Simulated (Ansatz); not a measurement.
# PbO2: the cost of one run

Code: Ansatz 0.2.0. PAW datasets, plane waves. The cell comes from a prototype generator: it can be a known phase or a hypothetical one. Spin polarisation is off.

## (1) The system as given

The unstrained cell was relaxed with r2SCAN; in each strained cell the atoms were relaxed again with r2SCAN. Names of k-points are those of the unstrained zone, where strain can split equivalent points. First state: no strain.

In-plane lattice: a = 3.369 Å, b = 3.369 Å, γ = 120.0°; thickness between the outer nuclei 2.08 Å. Near Pb stand 6 O at 2.21 Å; near O stand 3 Pb at 2.21 Å.

As a file:

```xyz
3
Lattice="3.3690 0.0000 0.0000 -1.6845 2.9176 0.0000 0.0000 0.0000 28.7888" Properties=species:S:1:pos:R:3 pbc="T T F"
Pb    0.0000    0.0000    9.0000
O     0.0000    1.9451   10.0401
O     1.6845    0.9725    7.9599
```
The sheet repeats along a and b alone.

## (2) No strain: PBE

input.yaml

```yaml
crystal:
  lattice:
    - [3.36900681, 0.0, 0.0]
    - [-1.684503405, 2.917645483, 0.0]
    - [0.0, 0.0, 28.7887581544]
  atoms:
    - { symbol: Pb, position: [0.0, 0.0, 0.3126220295] }
    - { symbol: O, position: [0.3333333333, 0.6666666667, 0.3487509982] }
    - { symbol: O, position: [0.6666666667, 0.3333333333, 0.2764930607] }
  periodic: [true, true, false]
kpoints:
  mp_grid: { grid: [12, 12, 1] }
  band_path:
    path:
      - [0.0, 0.0, 0.0]
      - [0.5, 0.0, 0.0]
      - [0.3333333333, 0.3333333333, 0.0]
      - [0.177083, 0.40625, 0.0]
    npoints: 1
hamiltonian:
  xc: pbe
scf:
  occupations: { method: fermi_dirac, width: 0.02 }
  n_extra_bands: 4
output:
  forces: true
  stress: true
  eigenvalues: true
```

Run with:

```sh
> ansatz run input.yaml --threads 4 --pin off --max-ram 5529MiB --backend cpu --events-out ev --progress --plain --runs-dir out
```

**Question.** How long does this run take on 4 threads of Arm Neoverse V1, shared host, and how much memory does it need?

About 2.8 s, with a peak of 0.56 GiB.
